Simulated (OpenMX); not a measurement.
# AlN (F-43m) in OpenMX: notebook, part 2 of 2

OpenMX 3.8.5. Earlier steps stand in the parts before.

## Step 3: Single point, PBE, 10.42 Å³/atom

The input, AlN.dat:

```
System.CurrrentDirectory             ./
System.Name                          AlN
DATA.PATH                            ./DFT_DATA13
level.of.stdout                      1
level.of.fileout                     0
Species.Number                       2
<Definition.of.Atomic.Species
  Al  Al7.0-s2p1d1           Al_PBE13
  N   N6.0-s2p2              N_PBE13
Definition.of.Atomic.Species>

Atoms.Number                         2
Atoms.SpeciesAndCoordinates.Unit     FRAC
<Atoms.SpeciesAndCoordinates
    1  Al    0.0000000000    0.0000000000    0.0000000000   1.500  1.500
    2  N     0.2500000000    0.2500000000    0.2500000000   2.500  2.500
Atoms.SpeciesAndCoordinates>

Atoms.UnitVectors.Unit               Ang
<Atoms.UnitVectors
     0.0000000000    2.1839935596    2.1839935596
     2.1839935596    0.0000000000    2.1839935596
     2.1839935596    2.1839935596    0.0000000000
Atoms.UnitVectors>

scf.XcType                           GGA-PBE
scf.SpinPolarization                 off
scf.ElectronicTemperature            580.226
scf.energycutoff                     400.0
scf.maxIter                          100
scf.EigenvalueSolver                 band
scf.Kgrid                            11 11 11
scf.Mixing.Type                      rmm-diisk
scf.Init.Mixing.Weight               0.05
scf.Min.Mixing.Weight                0.001
scf.Max.Mixing.Weight                0.3
scf.Mixing.History                   25
scf.Mixing.StartPulay                8
scf.criterion                        1.0e-8
MD.Type                              nomd
```

Potentials or basis: OpenMX 2013 PBE set, Al7.0-s2p1d1, N6.0-s2p2, fixed grid of 30 × 30 × 30 points.

Launch:

```console
> openmx AlN.dat -nt 1 > AlN.std
```

AlN.out:

```text
Required cutoff energy (Ryd) for 3D-grids = 400.0000
      Used cutoff energy (Ryd) for 3D-grids = 391.1138, 391.1138, 391.1138
  Num. of grids of a-, b-, and c-axes = 30, 30, 30

  Num.Grid1.    30
  Num.Grid2.    30
  Num.Grid3.    30

  Cell_Volume =    140.598459740271 (Bohr^3)
  GridVol     =      0.005207350361 (Bohr^3)
  Cell vectors (bohr) of the grid cell (gtv)
    gtv_a =  0.000000000000,  0.137571646282,  0.137571646282
    gtv_b =  0.137571646282,  0.000000000000,  0.137571646282
    gtv_c =  0.137571646282,  0.137571646282,  0.000000000000
    |gtv_a| =  0.194555687970
    |gtv_b| =  0.194555687970
    |gtv_c| =  0.194555687970

***********************************************************

[... 157 lines left out ...]
   sum over m      0.268630231  0.268630231   0.537260461   0.000000000
   sum over m+mul  0.268630231  0.268630231   0.537260461   0.000000000

    2    N          Up spin      Down spin     Sum           Diff
            multiple
  s           0    0.806181171  0.806181171   1.612362342   0.000000000
   sum over m      0.806181171  0.806181171   1.612362342   0.000000000
  s           1    0.001553304  0.001553304   0.003106608   0.000000000
   sum over m      0.001553304  0.001553304   0.003106608   0.000000000
   sum over m+mul  0.807734475  0.807734475   1.615468950   0.000000000
  px          0    0.694874581  0.694874581   1.389749163   0.000000000
  py          0    0.694874748  0.694874748   1.389749496   0.000000000
  pz          0    0.694874753  0.694874753   1.389749505   0.000000000
   sum over m      2.084624082  2.084624082   4.169248164   0.000000000
  px          1   -0.006258491 -0.006258491  -0.012516982   0.000000000
  py          1   -0.006258467 -0.006258467  -0.012516935   0.000000000
  pz          1   -0.006258466 -0.006258466  -0.012516933   0.000000000
   sum over m     -0.018775425 -0.018775425  -0.037550849   0.000000000
   sum over m+mul  2.065848657  2.065848657   4.131697315   0.000000000

***********************************************************
       xyz-coordinates (Ang) and forces (Hartree/Bohr)
***********************************************************

<coordinates.forces
  2
    1    Al     0.00000   0.00000   0.00000  -0.000030132776 -0.000030236677 -0.000030208063
    2     N     1.09200   1.09200   1.09200   0.000030866730  0.000030970590  0.000030941984
coordinates.forces>

***********************************************************
       Fractional coordinates of the final structure
***********************************************************

     1     Al     0.00000000000000   0.00000000000000   0.00000000000000
     2      N     0.25000000000000   0.25000000000000   0.25000000000000
```

AlN.std:

```text
*******************************************************
 Welcome to OpenMX   Ver. 3.8.5
 Copyright (C), 2002-2014, T. Ozaki
 OpenMX comes with ABSOLUTELY NO WARRANTY.
 This is free software, and you are welcome to
 redistribute it under the constitution of the GNU-GPL.
*******************************************************
[... 203 lines left out ...]
  Uzs   =       0.000000000000
  Uzo   =       0.000000000000
  Uef   =       0.000000000000
  UvdW  =       0.000000000000
  Utot  =     -12.586879549599

*******************************************************
             MD or geometry opt. at MD = 1
*******************************************************

outputting data on grids to files...

The calculation was normally finished.
```

Wall time 47 s (1 thread of Intel Xeon 6975P-C (Granite Rapids), shared host); peak memory 0.41 GiB.

Results:

* Free energy: -342.5064 eV
* Band gap on the k mesh: 3.43 eV, indirect (least direct gap 5.01 eV)
* Mulliken charges: Al +0.75; N -0.75 e

Caveat: Mulliken charges move with the basis; an odd mesh through Γ misses points on the zone boundary, where band edges often lie; the basis of atomic orbitals isn't converged, which shifts pressures, moduli and gaps.

## Step 4: Single point, PBE, 10.21 Å³/atom (volume scaled by 0.98)

Changes to AlN.dat since step 3:

```diff
@@ -20,5 +20,5 @@
 <Atoms.UnitVectors
-     0.0000000000    2.1839935596    2.1839935596
-     2.1839935596    0.0000000000    2.1839935596
-     2.1839935596    2.1839935596    0.0000000000
+     0.0000000000    2.1693354430    2.1693354430
+     2.1693354430    0.0000000000    2.1693354430
+     2.1693354430    2.1693354430    0.0000000000
 Atoms.UnitVectors>
@@ -28,3 +28,2 @@
 scf.ElectronicTemperature            580.226
-scf.energycutoff                     400.0
 scf.maxIter                          100
@@ -40 +39,3 @@
 MD.Type                              nomd
+scf.Ngrid                            30 30 30
+scf.energycutoff                     400.0
```

Launch:

```console
> openmx AlN.dat -nt 1 > AlN.std
```

Wall time 46 s (1 thread of Intel Xeon 6975P-C (Granite Rapids), shared host); peak memory 0.41 GiB.

It converged, with:

```yaml
Free_energy: -342.4870 eV
Band_gap_on_the_k_mesh: 3.44 eV, indirect (least direct gap 5.22 eV)
Mulliken_charges: Al +0.75; N -0.75 e
```

Caveat: Mulliken charges move with the basis; an odd mesh through Γ misses points on the zone boundary, where band edges often lie; the basis of atomic orbitals isn't converged, which shifts pressures, moduli and gaps.

## Step 5: Single point, PBE, 10.63 Å³/atom (volume scaled by 1.02)

Changes to AlN.dat since step 4:

```diff
@@ -20,5 +20,5 @@
 <Atoms.UnitVectors
-     0.0000000000    2.1693354430    2.1693354430
-     2.1693354430    0.0000000000    2.1693354430
-     2.1693354430    2.1693354430    0.0000000000
+     0.0000000000    2.1984575146    2.1984575146
+     2.1984575146    0.0000000000    2.1984575146
+     2.1984575146    2.1984575146    0.0000000000
 Atoms.UnitVectors>
```

Launch:

```console
> openmx AlN.dat -nt 1 > AlN.std
```

Wall time 44 s (1 thread of Intel Xeon 6975P-C (Granite Rapids), shared host); peak memory 0.4 GiB.

It converged, with:

```
Free energy            : -342.5152 eV
Band gap on the k mesh : 3.41 eV, indirect (least direct gap 4.80 eV)
Mulliken charges       : Al +0.74; N -0.74 e
```

Caveat: Mulliken charges move with the basis; an odd mesh through Γ misses points on the zone boundary, where band edges often lie; the basis of atomic orbitals isn't converged, which shifts pressures, moduli and gaps.

## Step 6: Single point, PBE, 10.00 Å³/atom (volume scaled by 0.96)

Changes to AlN.dat since step 5:

```diff
@@ -20,5 +20,5 @@
 <Atoms.UnitVectors
-     0.0000000000    2.1984575146    2.1984575146
-     2.1984575146    0.0000000000    2.1984575146
-     2.1984575146    2.1984575146    0.0000000000
+     0.0000000000    2.1544765148    2.1544765148
+     2.1544765148    0.0000000000    2.1544765148
+     2.1544765148    2.1544765148    0.0000000000
 Atoms.UnitVectors>
```

Potentials or basis: OpenMX 2013 PBE set, Al7.0-s2p1d1, N6.0-s2p2, fixed grid of 30 × 30 × 30 points.

Launch:

```console
> openmx AlN.dat -nt 1 > AlN.std
```

It took 46 s on 1 thread of Intel Xeon 6975P-C (Granite Rapids), shared host; peak memory 0.36 GiB.

Results (log left out):

```
Free energy            : -342.4556 eV
Band gap on the k mesh : 3.45 eV, indirect (least direct gap 5.28 eV)
Mulliken charges       : Al +0.76; N -0.76 e
```

Caveat: Mulliken charges move with the basis; an odd mesh through Γ misses points on the zone boundary, where band edges often lie; the basis of atomic orbitals isn't converged, which shifts pressures, moduli and gaps.

## Step 7: Single point, PBE, 10.83 Å³/atom (volume scaled by 1.04)

Changes to AlN.dat since step 6:

```diff
@@ -20,5 +20,5 @@
 <Atoms.UnitVectors
-     0.0000000000    2.1544765148    2.1544765148
-     2.1544765148    0.0000000000    2.1544765148
-     2.1544765148    2.1544765148    0.0000000000
+     0.0000000000    2.2127336128    2.2127336128
+     2.2127336128    0.0000000000    2.2127336128
+     2.2127336128    2.2127336128    0.0000000000
 Atoms.UnitVectors>
```

Launch:

```console
> openmx AlN.dat -nt 1 > AlN.std
```

Wall time 43 s (1 thread of Intel Xeon 6975P-C (Granite Rapids), shared host); peak memory 0.4 GiB.

Results (log left out):

```
Free energy            : -342.5143 eV
Band gap on the k mesh : 3.40 eV, indirect (least direct gap 4.60 eV)
Mulliken charges       : Al +0.74; N -0.74 e
```

Caveat: Mulliken charges move with the basis; an odd mesh through Γ misses points on the zone boundary, where band edges often lie; the basis of atomic orbitals isn't converged, which shifts pressures, moduli and gaps.

## Step 8: Single point, PBE, 9.79 Å³/atom (volume scaled by 0.94)

Changes to AlN.dat since step 7:

```diff
@@ -20,5 +20,5 @@
 <Atoms.UnitVectors
-     0.0000000000    2.2127336128    2.2127336128
-     2.2127336128    0.0000000000    2.2127336128
-     2.2127336128    2.2127336128    0.0000000000
+     0.0000000000    2.1394097525    2.1394097525
+     2.1394097525    0.0000000000    2.1394097525
+     2.1394097525    2.1394097525    0.0000000000
 Atoms.UnitVectors>
```

Launch:

```console
> openmx AlN.dat -nt 1 > AlN.std
```

Run time: 45 s. Hardware: 1 thread of Intel Xeon 6975P-C (Granite Rapids), shared host; peak memory 0.43 GiB.

Results (log left out):

```yaml
Free_energy: -342.4110 eV
Band_gap_on_the_k_mesh: 3.47 eV, indirect (least direct gap 5.32 eV)
Mulliken_charges: Al +0.77; N -0.77 e
```

Caveat: Mulliken charges move with the basis; an odd mesh through Γ misses points on the zone boundary, where band edges often lie; the basis of atomic orbitals isn't converged, which shifts pressures, moduli and gaps.

## Step 9: Single point, PBE, 11.04 Å³/atom (volume scaled by 1.06)

Changes to AlN.dat since step 8:

```diff
@@ -20,5 +20,5 @@
 <Atoms.UnitVectors
-     0.0000000000    2.1394097525    2.1394097525
-     2.1394097525    0.0000000000    2.1394097525
-     2.1394097525    2.1394097525    0.0000000000
+     0.0000000000    2.2268278375    2.2268278375
+     2.2268278375    0.0000000000    2.2268278375
+     2.2268278375    2.2268278375    0.0000000000
 Atoms.UnitVectors>
```

Potentials or basis: OpenMX 2013 PBE set, Al7.0-s2p1d1, N6.0-s2p2, fixed grid of 30 × 30 × 30 points.

Launch:

```console
> openmx AlN.dat -nt 1 > AlN.std
```

It took 43 s on 1 thread of Intel Xeon 6975P-C (Granite Rapids), shared host; peak memory 0.4 GiB.

The run converged. Its results:

* Free energy: -342.5046 eV
* Band gap on the k mesh: 3.39 eV, indirect (least direct gap 4.41 eV)
* Mulliken charges: Al +0.73; N -0.73 e

Caveat: Mulliken charges move with the basis; an odd mesh through Γ misses points on the zone boundary, where band edges often lie; the basis of atomic orbitals isn't converged, which shifts pressures, moduli and gaps.

## Step 10: Equation of state, PBE

This step only gathers the single runs of the series.

The run converged. Its results:

```
Equilibrium volume                      : 10.71 Å³/atom
Bulk modulus                            : 184 GPa
Pressure derivative of the bulk modulus : 4.2
```

Energy against volume, from the lowest point:
| volume (Å³/atom) | energy (meV/atom) |
| --- | --- |
| 9.792 | 52.11 |
| 10.001 | 29.81 |
| 10.209 | 14.10 |
| 10.417 | 4.39 |
| 10.626 | 0.00 |
| 10.834 | 0.46 |
| 11.042 | 5.33 |

Caveat: volumes in these bases differ from converged ones by about 1 %, for some elements by several; the basis of atomic orbitals isn't converged, which shifts pressures, moduli and gaps.
